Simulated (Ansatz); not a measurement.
# Rb: energy from the work of forces and stress

```xyz
4
Lattice="0.0000 8.8544 8.8630 2.4512 0.0000 8.8630 2.4512 8.8544 0.0000" Properties=species:S:1:pos:R:3 pbc="T T T"
Rb    2.4512    2.3018    8.8630
Rb    1.2256    2.1254    4.4315
Rb    2.4512   15.4070    8.8630
Rb    1.2256    6.7290    4.4315
```

Theory: DFT PBE, scalar-relativistic, plane waves, PAW in Ansatz 0.2.0.

Settings: cutoff 420 eV, Γ-centred mesh 10×10×10 on the computed 4-atom cell, Gaussian smearing of 0.10 eV; no spin polarisation.

At the start the stress (GPa, compression positive, xx yy zz yz xz xy) is -0.04 -0.01 0.01 0.00 0.00 0.00 and the forces (eV/Å) are Rb1 (0.00, 0.01, 0.00); Rb2 (0.00, -0.01, 0.00); Rb3 (0.00, -0.01, 0.00); Rb4 (0.00, 0.01, 0.00). Each variant moves atoms by u and then strains the cell by ε, so an atom ends at (r + u)(1 + ε); shears are tensor components, each standing twice in ε. The starting volume is 384.72 Å³.

Variant 1: strain (xx yy zz yz xz xy, %) 7.29 1.40 1.17 0.00 0.00 0.00, moves (Å) Rb1 (0.000, 0.100, 0.000); Rb2 (0.000, -0.100, 0.000); Rb3 (0.000, -0.100, 0.000); Rb4 (0.000, 0.100, 0.000). There the stress is -0.27 -0.15 -0.12 0.00 0.00 0.00 GPa and the forces (eV/Å) are Rb1 (0.00, -0.03, 0.00); Rb2 (0.00, 0.03, 0.00); Rb3 (0.00, 0.03, 0.00); Rb4 (0.00, -0.03, 0.00).

Variant 2: strain (xx yy zz yz xz xy, %) -3.63 0.56 4.18 0.00 0.00 0.00, moves (Å) Rb1 (0.000, 0.192, 0.000); Rb2 (0.000, 0.091, 0.000); Rb3 (0.000, -0.192, 0.000); Rb4 (0.000, -0.091, 0.000). There the stress is 0.13 0.08 -0.17 0.00 0.00 0.00 GPa and the forces (eV/Å) are Rb1 (0.00, -0.15, 0.00); Rb2 (0.00, -0.06, 0.00); Rb3 (0.00, 0.15, 0.00); Rb4 (0.00, 0.06, 0.00).

Variant 3: strain (xx yy zz yz xz xy, %) -2.58 0.10 -3.22 0.00 0.00 0.00, moves (Å) Rb1 (0.000, 0.250, 0.000); Rb2 (0.000, -0.250, 0.000); Rb3 (0.000, -0.250, 0.000); Rb4 (0.000, 0.250, 0.000). There the stress is 0.34 0.20 0.19 0.00 0.00 0.00 GPa and the forces (eV/Å) are Rb1 (0.00, -0.19, 0.00); Rb2 (0.00, 0.19, 0.00); Rb3 (0.00, 0.19, 0.00); Rb4 (0.00, -0.19, 0.00).

Variant 4: strain (xx yy zz yz xz xy, %) 1.34 1.96 3.15 0.00 0.00 0.00, moves (Å) Rb1 (-0.033, 0.050, 0.000); Rb2 (-0.033, -0.050, 0.000); Rb3 (0.033, -0.050, 0.000); Rb4 (0.033, 0.050, 0.000). There the stress is -0.12 -0.13 -0.17 0.00 0.00 0.00 GPa and the forces (eV/Å) are Rb1 (0.00, -0.02, 0.00); Rb2 (0.00, 0.02, 0.00); Rb3 (0.00, 0.02, 0.00); Rb4 (0.00, -0.02, 0.00).

Problem. Estimate each change of free energy from forces and stresses by the trapezoid rule along the path (r + tu)(1 + tε), t from 0 to 1, and compare with the computed change.

Solution. The derivative of the energy along the path is −F·u(1 + tε) for the atoms and −V σ(1 + tε)⁻¹ : ε for the cell, with F, σ and V taken at t (σ positive in compression; 1 eV/Å³ = 160.2 GPa). Averaging t = 0 and t = 1 gives, in meV per atom:
```
variant work on atoms work on cell sum computed
      1            1.2           8.1   9.2       9.9
      2            8.2           3.0  11.2      11.0
      3           22.5           4.1  26.6      25.8
      4            0.3           3.0   3.4       3.5
```

The rule is exact for a quadratic energy surface and overshoots a term ct³ by c/2, so the difference between the last two columns measures the net anharmonic part along the path (terms of opposite sign can cancel, and the finite basis adds a little): 2 to 7 % here.

This form isn't the element's structure at ambient conditions.